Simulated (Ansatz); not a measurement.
Level of theory: DFT PBE, scalar-relativistic, plane waves, PAW in Ansatz. Several structures of Li3H2 were relaxed, and the powder pattern of one of them was computed from 10° to 70° in 2θ (λ = 1.5406 Å; lines under 1 % are left out).

Cu Kα1 powder pattern (kinematic, no thermal factors).
2θ (°) (relative intensity): 20.65 (20), 23.38 (17), 37.87 (72), 38.53 (76), 42.02 (1), 42.62 (64), 45.27 (100), 47.81 (2), 57.84 (1), 58.31 (8), 61.39 (1), 63.47 (2), 63.92 (62), 65.06 (12), 66.83 (14)

Task: Which structure gives it?
1. Space group I4/mmm (No. 139), tetragonal, a = 2.841 Å, c = 12.520 Å. Li on a site of symmetry 4mm is surrounded by 5 H at 2.01–2.06 Å; around Li on a site of symmetry 4/mmm lie 2 H at 2.07 Å; H is surrounded by 6 Li at 2.01–2.07 Å.
2. Space group Immm (No. 71), orthorhombic, a = 2.797 Å, b = 4.239 Å, c = 8.595 Å. Li on a site of symmetry mm2 is surrounded by 2 H at 1.90 Å and 2 H at 2.12 Å; Li on a site of symmetry mmm has 4 H at 2.00 Å; around H lie 4 Li at 1.90–2.00 Å and 2 Li at 2.12 Å.
3. Space group R-3m (No. 166), trigonal, a = 2.828 Å, c = 22.005 Å. Li on a site of symmetry -3m is surrounded by 6 H at 2.02 Å; Li on a site of symmetry 3m has 3 H at 2.00 Å; around H lie 6 Li at 2.00–2.02 Å.

Result: 2. Its strongest line, at 2θ = 45.27°, has d = λ/(2 sin θ) = 2.002 Å and is the (1 0 3) reflection of the conventional Immm cell with a = 2.797 Å, b = 4.239 Å, c = 8.595 Å. The others have their strongest lines at 38.3° (1); 42.2° (3).

The cells needn't be stable.
